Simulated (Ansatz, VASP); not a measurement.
**One calculation of NaCl, two programs**

The input INCAR:

```
SYSTEM = NaCl
PREC = Accurate ; ENCUT = 520
EDIFF = 1E-6 ; ISMEAR = 0
SIGMA = 0.01 ; LREAL = .FALSE.
LASPH = .TRUE. ; NELM = 100
ALGO = Normal ; ISIF = 2
LWAVE = .FALSE. ; LCHARG = .TRUE.
GGA = PE ; LELF = .TRUE.
LVHAR = .TRUE. ; NBANDS = 14
```

Contents of KPOINTS:

```
regular mesh
0
G
  6 6 6
  0 0 0
```

Contents of POSCAR:

```
NaCl
1.0
    0.0000000000      3.1264791967      3.1264791967
    3.1264791967      0.0000000000      3.1264791967
    3.1264791967      3.1264791967      0.0000000000
Na Cl
1 1
Direct
    0.0000000000      0.0000000000      0.0000000000
    0.2500000000      0.2500000000      0.2500000000
```

Input for Ansatz:

```yaml
crystal:
  lattice:
    - [0.0, 3.1264791967, 3.1264791967]
    - [3.1264791967, 0.0, 3.1264791967]
    - [3.1264791967, 3.1264791967, 0.0]
  atoms:
    - { symbol: Na, position: [0.0, 0.0, 0.0] }
    - { symbol: Cl, position: [0.25, 0.25, 0.25] }
kpoints:
  mp_grid: { grid: [6, 6, 6] }
hamiltonian:
  xc: pbe
scf:
  occupations: { method: fixed }
  n_extra_bands: 4
output:
  forces: true
  stress: true
  eigenvalues: true
```

Alike in both runs: task single point; functional PBE; k mesh 6 × 6 × 6; no spin polarisation.

|  | VASP | Ansatz |
| --- | --- | --- |
| version | VASP 6.6.1 | Ansatz 0.2.0 |
| potentials or method | VASP PAW PBE potentials, release 64 (Na_pv, Cl) | plane waves, PAW |
| plane-wave cutoff (eV) | 520 | 420 |
| occupations | gaussian, width 0.01 eV | fixed |
| valence electrons in the cell | 14 | 16 |

```tsv
	VASP	Ansatz	Ansatz less VASP
gap on the k mesh at the Fermi level (eV)	4.85	4.85	+0.001
pressure (GPa)	0.0	0.0	+0.01
```

The two sets of potentials don't hold the same shells in valence.
